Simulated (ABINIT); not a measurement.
# Quasiparticle gap of KI (Fm-3m) in ABINIT, part 2 of 3

How does a plane-wave GW calculation on KI (Fm-3m) run from the first input to the gap?

ABINIT 10.8.3; PBE and many-body steps on it, plane waves. Known limits of the many-body steps: not at the basis limit; no spin-orbit coupling.

So far. Step 2 (Ground state): The gap is direct, at Γ.

**3. Bands along the symmetry lines**

Level of this step: DFT, PBE, plane waves, norm-conserving pseudopotentials (ABINIT).

Levels along a band path, at the cheap level, show where the edges lie and whether the meshes to come will hold them.

The input, run.abi:

```
acell 3*1.0 Angstrom
rprim 
  0.000000000000 3.532775000000 3.532775000000
  3.532775000000 0.000000000000 3.532775000000
  3.532775000000 3.532775000000 -0.000000000000
ntypat 2
znucl 19 53
natom 2
typat 1 2
xred 
  0.000000000000 0.000000000000 0.000000000000
  0.500000000000 0.500000000000 0.500000000000
pp_dirpath "pseudos"
pseudos "K.upf, I.upf"
ecut 33
iscf -2
irdden 1
kptopt 0
nkpt 50
kpt 
  0.00000000 0.00000000 0.00000000
  0.06250000 0.00000000 0.06250000
  0.12500000 0.00000000 0.12500000
  0.18750000 0.00000000 0.18750000
  0.25000000 0.00000000 0.25000000
  0.31250000 0.00000000 0.31250000
  0.37500000 0.00000000 0.37500000
  0.43750000 0.00000000 0.43750000
  0.50000000 0.00000000 0.50000000
  0.51562500 0.03125000 0.51562500
  0.53125000 0.06250000 0.53125000
  0.54687500 0.09375000 0.54687500
  0.56250000 0.12500000 0.56250000
  0.57812500 0.15625000 0.57812500
  0.59375000 0.18750000 0.59375000
  0.60937500 0.21875000 0.60937500
  0.62500000 0.25000000 0.62500000
  0.37500000 0.37500000 0.75000000
  0.32812500 0.32812500 0.65625000
  0.28125000 0.28125000 0.56250000
  0.23437500 0.23437500 0.46875000
  0.18750000 0.18750000 0.37500000
  0.14062500 0.14062500 0.28125000
  0.09375000 0.09375000 0.18750000
  0.04687500 0.04687500 0.09375000
  0.00000000 0.00000000 0.00000000
  0.06250000 0.06250000 0.06250000
  0.12500000 0.12500000 0.12500000
  0.18750000 0.18750000 0.18750000
  0.25000000 0.25000000 0.25000000
  0.31250000 0.31250000 0.31250000
  0.37500000 0.37500000 0.37500000
  0.43750000 0.43750000 0.43750000
  0.50000000 0.50000000 0.50000000
  0.50000000 0.46875000 0.53125000
  0.50000000 0.43750000 0.56250000
  0.50000000 0.40625000 0.59375000
  0.50000000 0.37500000 0.62500000
  0.50000000 0.34375000 0.65625000
  0.50000000 0.31250000 0.68750000
  0.50000000 0.28125000 0.71875000
  0.50000000 0.25000000 0.75000000
  0.50000000 0.21875000 0.71875000
  0.50000000 0.18750000 0.68750000
  0.50000000 0.15625000 0.65625000
  0.50000000 0.12500000 0.62500000
  0.50000000 0.09375000 0.59375000
  0.50000000 0.06250000 0.56250000
  0.50000000 0.03125000 0.53125000
  0.50000000 0.00000000 0.50000000
istwfk *1
nband 15
nbdbuf 2
tolwfr 1e-08
nstep 40
prtwf 0
prtvol 0
indata_prefix "in"
outdata_prefix "out"
tmpdata_prefix "tmp"
```

Run with:

```sh
$ OMP_NUM_THREADS=1 mpirun -n 4 abinit run.abi > log
```

Numbers of over 12 decimals in the logs are rounded to 6 here.

Output:

```text
.Version 10.8.3 of ABINIT. v10.8.2 released Aug 2026.

 Symmetries : space group Fm -3 m (#225); Bravais cF (face-center cubic)
[... echo of the input left out ...]
== DATASET  1 ==================================================================
-   mpi_nproc: 4, omp_nthreads: 1 (-1 if OMP is not activated)

--- !DatasetInfo
iteration_state: {dtset: 1, }
dimensions: {natom: 2, nkpt: 50, mband: 15, nsppol: 1, nspinor: 1, nspden: 1, mpw: 5434, }
cutoff_energies: {ecut:  33.0, pawecutdg:  -1.0, }
electrons: {nelect:   1.60000000E+01, charge:   0.00000000E+00, occopt:   1.00000000E+00, tsmear:   1.00000000E-02, }

 Real(R)+Recip(G) space primitive vectors, cartesian coordinates (Bohr,Bohr^-1):
 R(1)=  0.0000000  6.6759772  6.6759772  G(1)= -0.0748954  0.0748954  0.0748954
 R(2)=  6.6759772  0.0000000  6.6759772  G(2)=  0.0748954 -0.0748954  0.0748954
 R(3)=  6.6759772  6.6759772  0.0000000  G(3)=  0.0748954  0.0748954 -0.0748954
 Unit cell volume ucvol=  5.9507887E+02 bohr^3
 Angles (23,13,12)=  6.00000000E+01  6.00000000E+01  6.00000000E+01 degrees

 getcut: wavevector=  0.0000  0.0000  0.0000  ngfft=  50  50  50
         ecut(hartree)=     33.000   => boxcut(ratio)=   2.04876

--- Pseudopotential description ------------------------------------------------
- K Generated using ONCVPSP code by D. R. Hamann
- 19.00000   9.00000  171031                  znucl, zion, pspdat
12 -101130 2 -1 2222                          pspcod,pspxc,lmax,lloc,mmax
     nproj     2     2     2
  pspatm : epsatm=    8.42413758
         --- l  ekb(1:nproj) -->
             0   10.871123    0.806704
             1    4.379001    0.553647
             2   -3.405842   -1.029115
 pspatm: atomic psp has been read  and splines computed

- I Generated using ONCVPSP code by D. R. Hamann
- 53.00000   7.00000  171031                  znucl, zion, pspdat
12 -101130 2 -1 1196                          pspcod,pspxc,lmax,lloc,mmax
     nproj     2     2     2
  pspatm : epsatm=   19.17056757
         --- l  ekb(1:nproj) -->
[...]
pspatm: atomic psp has been read  and splines computed

--------------------------------------------------------------------------------

================================================================================
 prteigrs : about to open file out_EIG
 Non-SCF case, kpt    1 (  0.00000  0.00000  0.00000), residuals and eigenvalues=
  5.37E-09  2.67E-09  4.64E-09  9.40E-09  4.74E-09  2.52E-09  6.27E-09  7.47E-09
  8.38E-09  9.04E-09  8.83E-09  4.72E-09  9.54E-09  7.63E-09  6.78E-09
 -1.0430E+00 -4.3616E-01 -4.3616E-01 -4.3616E-01 -3.8166E-01  4.3563E-03
  4.3563E-03  4.3563E-03  1.4997E-01  2.4342E-01  2.4342E-01  2.4342E-01
[...]
Non-SCF case, kpt    2 (  0.06250  0.00000  0.06250), residuals and eigenvalues=
  5.86E-09  5.62E-09  3.55E-09  7.76E-09  2.58E-09  5.97E-09  4.57E-09  7.00E-09
[...]
4.90E-09  4.19E-09  4.83E-09  7.10E-09  5.33E-09  9.61E-09  6.21E-09  4.97E-09
  8.77E-09  9.27E-09  2.45E-09  5.00E-09  8.16E-09  8.00E-09  2.97E-07
[...]
Non-SCF case, kpt   49 (  0.50000  0.03125  0.53125), residuals and eigenvalues=
[...]
Non-SCF case, kpt   50 (  0.50000  0.00000  0.50000), residuals and eigenvalues=
[...]
-1.0429E+00 -4.3783E-01 -4.3684E-01 -4.3684E-01 -3.7641E-01 -3.2245E-02
 -9.0923E-03 -9.0923E-03  1.8588E-01  2.1643E-01  3.0214E-01  3.2412E-01
[...]
--- !ResultsGS
iteration_state: {dtset: 1, }
comment   : Summary of ground state results
lattice_vectors:
- [  0.0000000,   6.6759772,   6.6759772, ]
- [  6.6759772,   0.0000000,   6.6759772, ]
- [  6.6759772,   6.6759772,  -0.0000000, ]
lattice_lengths: [   9.44126,    9.44126,    9.44126, ]
lattice_angles: [ 60.000,  60.000,  60.000, ] # degrees, (23, 13, 12)
lattice_volume:   5.9507887E+02
convergence: {deltae:  0.000E+00, res2:  0.000E+00, residm:  9.989E-09, diffor:  0.000E+00, }
etotal    :  -4.31025253E+01
entropy   :   0.00000000E+00
fermie    :   4.35632526E-03
cartesian_stress_tensor: null
pressure_GPa: null
xred      :
- [  0.0000E+00,   0.0000E+00,   0.0000E+00,  K]
- [  5.0000E-01,   5.0000E-01,   5.0000E-01,  I]
cartesian_forces: null
force_length_stats: {min: null, max: null, mean: null, }

 Integrated electronic density in atomic spheres:
 ------------------------------------------------
 Atom  Sphere_radius  Integrated_density
[...]
================================================================================

 ----iterations are completed or convergence reached----

 Mean square residual over all n,k,spin=   64.626E-10; max=  99.885E-10
 reduced coordinates (array xred) for    2 atoms
       0.000000000000      0.000000000000      0.000000000000
       0.500000000000      0.500000000000      0.500000000000

 cartesian coordinates (angstrom) at end:
    1      0.000000     0.000000     0.000000
    2      3.532775     3.532775     3.532775
 length scales=  1.889726125908  1.889726125908  1.889726125908 bohr
              =  1.000000000000  1.000000000000  1.000000000000 angstroms
 prteigrs : about to open file out_EIG
 Eigenvalues (hartree) for nkpt=  50  k points:
 kpt#   1, nband= 15, wtk=  1.00000, kpt=  0.0000  0.0000  0.0000 (reduced coord)
[...]
kpt#   2, nband= 15, wtk=  1.00000, kpt=  0.0625  0.0000  0.0625 (reduced coord)
[...]
kpt#   3, nband= 15, wtk=  1.00000, kpt=  0.1250  0.0000  0.1250 (reduced coord)
[...]
kpt#  49, nband= 15, wtk=  1.00000, kpt=  0.5000  0.0313  0.5313 (reduced coord)
  -1.04290   -0.43782   -0.43688   -0.43685   -0.37633   -0.03208   -0.00944   -0.00939
   0.18689    0.21750    0.30266    0.32353    0.32502    0.35623    0.35769
 kpt#  50, nband= 15, wtk=  1.00000, kpt=  0.5000  0.0000  0.5000 (reduced coord)
  -1.04290   -0.43783   -0.43684   -0.43684   -0.37641   -0.03225   -0.00909   -0.00909
   0.18588    0.21643    0.30214    0.32412    0.32811    0.35619    0.35619

== END DATASET(S) ==============================================================
================================================================================

 -outvars: echo values of variables after computation  --------
            nband          15
             nkpt          50
          spgroup         225
 [... the other variables as echoed above ...]

 Calculation completed.
```

Run time: 26 s. Hardware: 4 MPI ranks of Arm Neoverse V1, shared host; peak memory 0.33 GiB.

This step gave:

```yaml
gap: 3.962 eV
k_of_the_valence_top: 0, 0, 0
k_of_the_conduction_bottom: 0, 0, 0
least_direct_gap: 3.962 eV
```

The gap is 3.962 eV, as in the run before at this level.

The electronic bands at the labelled points (eV, zero at the top of the highest filled band; v1 is the highest filled band, c1 the lowest empty one):

| point | v4 | v3 | v2 | v1 | c1 | c2 | c3 | c4 |
| --- | --- | --- | --- | --- | --- | --- | --- | --- |
| Γ | -10.50 | 0.00 | 0.00 | 0.00 | 3.96 | 6.51 | 6.51 | 6.51 |
| halfway | -10.37 | -0.78 | -0.21 | -0.21 | 5.29 | 5.53 | 7.61 | 7.90 |
| X | -10.36 | -1.00 | -0.37 | -0.37 | 4.94 | 5.77 | 8.10 | 8.70 |
| halfway | -10.34 | -0.96 | -0.49 | -0.37 | 5.14 | 6.01 | 8.21 | 8.34 |
| U | -10.31 | -0.85 | -0.75 | -0.38 | 5.62 | 6.64 | 7.63 | 8.28 |
| jump to K | -10.31 | -0.85 | -0.75 | -0.38 | 5.62 | 6.64 | 7.63 | 8.28 |
| halfway | -10.33 | -0.87 | -0.30 | -0.24 | 5.54 | 6.29 | 7.21 | 7.41 |
| Γ | -10.50 | 0.00 | 0.00 | 0.00 | 3.96 | 6.51 | 6.51 | 6.51 |
| halfway | -10.36 | -0.76 | -0.18 | -0.18 | 5.06 | 6.58 | 7.12 | 7.12 |
| L | -10.23 | -1.32 | -0.34 | -0.34 | 5.52 | 7.72 | 8.16 | 8.16 |
| halfway | -10.26 | -1.10 | -0.54 | -0.39 | 6.04 | 6.86 | 7.39 | 8.28 |
| W | -10.30 | -0.73 | -0.73 | -0.60 | 6.47 | 6.47 | 6.64 | 8.19 |
| halfway | -10.33 | -0.92 | -0.49 | -0.48 | 5.36 | 6.17 | 7.89 | 8.32 |
| X | -10.36 | -1.00 | -0.37 | -0.37 | 4.94 | 5.77 | 8.10 | 8.70 |

The electronic bands as a text plot (rows in eV, shown from -8.0 to 7.2 only):

```
    6.9 |++++             ++++  ++++++++ ++++++      ++++++++
    6.3 |++++          +++ ++++++++++++++++++         +++++++++
    5.6 |    ++++++++++  ++     +              +++++++      ++ ++
    5.0 |    ++++++++++++        ++        ++++               +++
    4.4 | +++                      +++  +++
    3.7 |+                            ++
    3.1 |
    2.5 |
    1.8 |
    1.2 |
    0.6 |
   -0.1 |*********************************************          *
   -0.7 |    **********************        ****     *************
   -1.3 |                   **                 ********
   -2.0 |
   -2.6 |
   -3.2 |
   -3.9 |
   -4.5 |
   -5.1 |
   -5.8 |
   -6.4 |
   -7.0 |
   -7.7 |
         Γ           X  U|K            Γ         L        W     X
```

**4. Empty states on the mesh, 4×4×4 mesh, 362 bands**

The sums over transitions need many empty states on a uniform mesh; this step solves for them.

The input, run.abi:

```
acell 3*1.0 Angstrom
rprim 
  0.000000000000 3.532775000000 3.532775000000
  3.532775000000 0.000000000000 3.532775000000
  3.532775000000 3.532775000000 -0.000000000000
ntypat 2
znucl 19 53
natom 2
typat 1 2
xred 
  0.000000000000 0.000000000000 0.000000000000
  0.500000000000 0.500000000000 0.500000000000
pp_dirpath "pseudos"
pseudos "K.upf, I.upf"
ecut 33
ngkpt 4 4 4
nshiftk 1
shiftk 0 0 0
kptopt 1
chksymbreak 0
iscf -2
irdden 1
istwfk *1
nband 362
nbdbuf 32
tolwfr 1e-09
nstep 60
prtvol 0
indata_prefix "in"
outdata_prefix "out"
tmpdata_prefix "tmp"
```

Output:

```text
.Version 10.8.3 of ABINIT. v10.8.2 released Aug 2026.

 Symmetries : space group Fm -3 m (#225); Bravais cF (face-center cubic)
[... echo of the input left out ...]
== DATASET  1 ==================================================================
-   mpi_nproc: 4, omp_nthreads: 1 (-1 if OMP is not activated)

--- !DatasetInfo
iteration_state: {dtset: 1, }
dimensions: {natom: 2, nkpt: 8, mband: 362, nsppol: 1, nspinor: 1, nspden: 1, mpw: 5434, }
cutoff_energies: {ecut:  33.0, pawecutdg:  -1.0, }
electrons: {nelect:   1.60000000E+01, charge:   0.00000000E+00, occopt:   1.00000000E+00, tsmear:   1.00000000E-02, }

 Real(R)+Recip(G) space primitive vectors, cartesian coordinates (Bohr,Bohr^-1):
 R(1)=  0.0000000  6.6759772  6.6759772  G(1)= -0.0748954  0.0748954  0.0748954
 R(2)=  6.6759772  0.0000000  6.6759772  G(2)=  0.0748954 -0.0748954  0.0748954
 R(3)=  6.6759772  6.6759772  0.0000000  G(3)=  0.0748954  0.0748954 -0.0748954
 Unit cell volume ucvol=  5.9507887E+02 bohr^3
 Angles (23,13,12)=  6.00000000E+01  6.00000000E+01  6.00000000E+01 degrees

 getcut: wavevector=  0.0000  0.0000  0.0000  ngfft=  50  50  50
         ecut(hartree)=     33.000   => boxcut(ratio)=   2.04876

--- Pseudopotential description ------------------------------------------------
- K Generated using ONCVPSP code by D. R. Hamann
- 19.00000   9.00000  171031                  znucl, zion, pspdat
12 -101130 2 -1 2222                          pspcod,pspxc,lmax,lloc,mmax
     nproj     2     2     2
  pspatm : epsatm=    8.42413758
         --- l  ekb(1:nproj) -->
             0   10.871123    0.806704
             1    4.379001    0.553647
             2   -3.405842   -1.029115
 pspatm: atomic psp has been read  and splines computed

- I Generated using ONCVPSP code by D. R. Hamann
- 53.00000   7.00000  171031                  znucl, zion, pspdat
12 -101130 2 -1 1196                          pspcod,pspxc,lmax,lloc,mmax
     nproj     2     2     2
  pspatm : epsatm=   19.17056757
         --- l  ekb(1:nproj) -->
[...]
pspatm: atomic psp has been read  and splines computed

--------------------------------------------------------------------------------

================================================================================
 prteigrs : about to open file out_EIG
 Non-SCF case, kpt    1 (  0.00000  0.00000  0.00000), residuals and eigenvalues=
  5.34E-10  2.02E-10  2.31E-10  8.60E-10  4.42E-10  5.82E-11  5.27E-11  5.14E-10
  2.96E-10  7.37E-11  1.07E-10  1.71E-10  1.29E-10  4.78E-10  2.02E-10  4.77E-11
  6.21E-11  9.71E-11  5.34E-11  3.65E-10  8.58E-10  3.70E-11  4.43E-11  1.64E-10
[...]
4.01E-03  7.28E-03
 -1.0430E+00 -4.3616E-01 -4.3616E-01 -4.3616E-01 -3.8166E-01  4.3563E-03
  4.3563E-03  4.3563E-03  1.4997E-01  2.4342E-01  2.4342E-01  2.4342E-01
  2.6985E-01  2.6985E-01  3.6592E-01  4.7509E-01  4.7509E-01  4.7509E-01
[...]
5.1563E+00  5.1564E+00  5.1621E+00  5.1622E+00  5.1622E+00  5.2202E+00
  5.2295E+00  5.2301E+00  5.2302E+00  5.3197E+00  5.3240E+00  5.3260E+00
  5.3376E+00  5.3418E+00
 prteigrs : prtvol=0 or 1, do not print more k-points.

--- !ResultsGS
iteration_state: {dtset: 1, }
comment   : Summary of ground state results
lattice_vectors:
- [  0.0000000,   6.6759772,   6.6759772, ]
- [  6.6759772,   0.0000000,   6.6759772, ]
- [  6.6759772,   6.6759772,  -0.0000000, ]
lattice_lengths: [   9.44126,    9.44126,    9.44126, ]
lattice_angles: [ 60.000,  60.000,  60.000, ] # degrees, (23, 13, 12)
lattice_volume:   5.9507887E+02
convergence: {deltae:  0.000E+00, res2:  0.000E+00, residm:  9.991E-10, diffor:  0.000E+00, }
etotal    :  -4.31025253E+01
entropy   :   0.00000000E+00
fermie    :   4.35632526E-03
cartesian_stress_tensor: null
pressure_GPa: null
xred      :
- [  0.0000E+00,   0.0000E+00,   0.0000E+00,  K]
- [  5.0000E-01,   5.0000E-01,   5.0000E-01,  I]
cartesian_forces: null
force_length_stats: {min: null, max: null, mean: null, }

 Integrated electronic density in atomic spheres:
 ------------------------------------------------
 Atom  Sphere_radius  Integrated_density
[...]
================================================================================

 ----iterations are completed or convergence reached----

 Mean square residual over all n,k,spin=   35.729E-11; max=  99.914E-11
 reduced coordinates (array xred) for    2 atoms
       0.000000000000      0.000000000000      0.000000000000
       0.500000000000      0.500000000000      0.500000000000

 cartesian coordinates (angstrom) at end:
    1      0.000000     0.000000     0.000000
    2      3.532775     3.532775     3.532775
 length scales=  1.889726125908  1.889726125908  1.889726125908 bohr
              =  1.000000000000  1.000000000000  1.000000000000 angstroms
 prteigrs : about to open file out_EIG
 Eigenvalues (hartree) for nkpt=   8  k points:
 kpt#   1, nband=362, wtk=  0.01563, kpt=  0.0000  0.0000  0.0000 (reduced coord)
[...]
5.10554    5.10555    5.10555    5.12103    5.15635    5.15638    5.16215    5.16217
   5.16224    5.22015    5.22954    5.23012    5.23023    5.31967    5.32405    5.32603
   5.33765    5.34178
 prteigrs : prtvol=0 or 1, do not print more k-points.

== END DATASET(S) ==============================================================
================================================================================

 -outvars: echo values of variables after computation  --------
            nband         362
             nkpt           8
          spgroup         225
 [... the other variables as echoed above ...]

 Calculation completed.
```

Wall time 4 min (4 MPI ranks); peak memory 0.63 GiB; 16 min of CPU time.

This step gave:

```
gap                                                           : 3.962 eV
k of the valence top                                          : 0, 0, 0
k of the conduction bottom                                    : 0, 0, 0
least direct gap                                              : 3.962 eV
k points computed                                             : 8
lowest point of the top converged band, above the valence top : 128.6772 eV
```

On this mesh the gap is 3.962 eV.

**5. Screening, 4×4×4 mesh, 330 bands, screening to 195.9 eV**

The RPA dielectric matrix is built and inverted for each q.

This step: RPA screening on PBE, plane waves, norm-conserving pseudopotentials.

Changes to run.abi since step 4:

```diff
@@ -20,10 +20,11 @@
 chksymbreak 0
-iscf -2
-irdden 1
 istwfk *1
-nband 362
-nbdbuf 32
-tolwfr 1e-09
-nstep 60
-prtvol 0
+occopt 1
+irdwfk 1
+optdriver 3
+nband 330
+ecuteps 7.2
+inclvkb 2
+awtr 1
+symchi 1
 indata_prefix "in"
```

Output:

```text
.Version 10.8.3 of ABINIT. v10.8.2 released Aug 2026.

 Symmetries : space group Fm -3 m (#225); Bravais cF (face-center cubic)
[... echo of the input left out ...]
== DATASET  1 ==================================================================
-   mpi_nproc: 4, omp_nthreads: 1 (-1 if OMP is not activated)

--- !DatasetInfo
iteration_state: {dtset: 1, }
dimensions: {natom: 2, nkpt: 8, mband: 330, nsppol: 1, nspinor: 1, nspden: 1, mpw: 5434, }
cutoff_energies: {ecut:  33.0, pawecutdg:  -1.0, }
electrons: {nelect:   1.60000000E+01, charge:   0.00000000E+00, occopt:   1.00000000E+00, tsmear:   1.00000000E-02, }

 SCREENING: Calculation of the susceptibility and dielectric matrices

 Based on a program developped by R.W. Godby, V. Olevano, G. Onida, and L. Reining.
 Incorporated in ABINIT by V. Olevano, G.-M. Rignanese, and M. Torrent.
.Using double precision arithmetic ; gwpc =  8

[... cell and pseudopotentials left out ...]
--------------------------------------------------------------------------------

 ==== K-mesh for the wavefunctions ====
 Number of points in the irreducible wedge :     8
[... list of points left out ...]
 Together with 48 symmetry operations and time-reversal symmetry
 yields    64 points in the full Brillouin Zone.

 ==== Q-mesh for the screening function ====
 Number of points in the irreducible wedge :     8
[... list of points left out ...]
 Together with 48 symmetry operations and time-reversal symmetry
 yields    64 points in the full Brillouin Zone.

 setmesh: FFT mesh size selected  =    36x   36x   36
          total number of points  =        46656

 vcoul_init : cutoff-mode = AUXILIARY_FUNCTION
 q-points for optical limit:   1
     1)      0.000010    0.000020    0.000030

- screening: taking advantage of time-reversal symmetry
- Maximum band index for partially occupied states nbvw = 8
- Remaining bands to be divided among processors   nbcw = 322
- Number of bands treated by each node ~80

 Number of electrons calculated from density =   16.0000; Expected =   16.0000
 average of density, n =  0.026887
 r_s =    2.0707
 omega_plasma =   15.8172 [eV]

 calculating chi0 at frequencies [eV] :
  1    0.000000E+00    0.000000E+00
  2    0.000000E+00    1.581715E+01

--------------------------------------------------------------------------------
  q-point number  1        q = ( 0.000000, 0.000000, 0.000000) [r.l.u.]
--------------------------------------------------------------------------------
[... chi0 elements left out ...]
 For q-point:  0.000010 0.000020 0.000030
  dielectric constant =   2.6562
  dielectric constant without local fields =   3.2761

  Average fulfillment of the sum rule on Im[epsilon] for q-point    1 :     91.30  [%]
[... wings left out ...]
  q-point number  2        q = ( 0.250000, 0.000000, 0.000000) [r.l.u.]
--------------------------------------------------------------------------------
[... chi0 elements left out ...]
  Average fulfillment of the sum rule on Im[epsilon] for q-point    2 :     95.18  [%]

 [... 6 further q-points ...]
```

Elapsed: 2.9 min, on 4 MPI ranks; peak memory 2.8 GiB.

Numbers from this step:

```
ε∞ with local fields, on this mesh, along the program's q direction : 2.656
the same without local fields                                       : 3.276
plasma frequency                                                    : 15.82 eV
plane waves in the screening matrix                                 : 537
```

Local fields lower ε∞ by 19 %.

(Continued in part 3 of 3.)

[Paths, hosts, dates, memory and timing lines, banners, echoed tables and standing remarks are left out of the program output.]

[Logs are printed without paths, hosts, clocks, repeated set-up lines and the standing remarks that a program may print on its own settings, such as how far it seeks lower states.]

[Runs of the session that timed out or met a known fault of the program may be left out.]

[Hosts, paths, dates, database ids (printed as entryN), source tags and the programs' standing remarks are cut or masked in the printed files.]

[G0W0 gaps are taken among the corrected bands and points alone; a level outside them can change the order at an edge.]

[Where Ansatz stands beside ABINIT at settings called matched, ABINIT's density can come from a denser mesh and the files from another edition; pairs whose starting gaps differed by over 0.03 eV were left out, so agreement reads better than it is.]
